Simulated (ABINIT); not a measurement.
Here is an ABINIT 10.8.3 (patched build) calculation.

Contents of run.abi:

```
ndtset 7
getwfk -1
scalecart1 3*0.9795861087
scalecart2 3*0.9864848297
scalecart3 3*0.9932883884
scalecart4 3*1.0000000000
scalecart5 3*1.0066227096
scalecart6 3*1.0131594038
scalecart7 3*1.0196128224

pp_dirpath "./"
pseudos "Pb.LDA_PW-JTH_sp.xml, Se.LDA_PW-JTH.xml"

acell 3*1.0
rprim
     0.0000000000     5.7837902633     5.7837902633
     5.7837902633     0.0000000000     5.7837902633
     5.7837902633     5.7837902633     0.0000000000
ntypat 2
znucl 82 34
natom 2
typat 1 2
xred
     0.0000000000     0.0000000000     0.0000000000
     0.5000000000     0.5000000000     0.5000000000

ecut 408.170794 eV
pawecutdg 30.0

kptopt 1
ngkpt 8 8 8
nshiftk 1
shiftk 0.0 0.0 0.0

ixc 7

nband 9
occopt 3
tsmear 0.05 eV

nstep 100
tolvrs 1.0e-9

iomode 3
prtwf 1
prtden 0
prteig 0
prtebands 0
enunit 1
```

Potentials or basis: JTH PAW LDA v2.0 sp.

Launch:

```sh
$ abinit run.abi > log 2>&1
```

(1) What does it give for the bulk modulus?

(2) Predict the pressure derivative of the bulk modulus.

(3) What does it give for the equilibrium volume?

## Answers

(1) 59 GPa.

(2) 4.4.

(3) 27.60 Å³/atom.

Caveat: pressures at fixed basis lie under the slope of the energies; this set keeps more shells in the core, which shifts pressures and gaps.

The cell as given is a measured one (28.67 Å³/atom); LDA puts the equilibrium volume -3.7 % from it, thermal expansion not counted.
